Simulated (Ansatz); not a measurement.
Start from LaAlO3 (space group R-3c, No. 167; a = 5.413 Å, c = 13.193 Å (hexagonal axes)). Axes: x lies along a and z along c of the hexagonal cell.

Level of theory: PBE/PAW in Ansatz (a program for electronic structure), no spin-orbit coupling.

It is then changed as follows: the cell is stretched by 0.98 % along y with no lateral relaxation, atoms relaxed at fixed cell.

### Question
Predict the stress tensor and what it implies for the stiffness.

### Answer
Stress of the strained cell less that of the base (GPa, compression positive):
```
  -1.12    0.00    0.00
   0.00   -3.21    0.32
   0.00    0.32   -0.78
```

Then −Δσ_ii/ε with ε = 0.0098 gives relaxed-ion elastic constants: C22 ≈ 327 GPa, C12 ≈ 115 GPa and C23 ≈ 79 GPa.

No phonon test of stability was made.
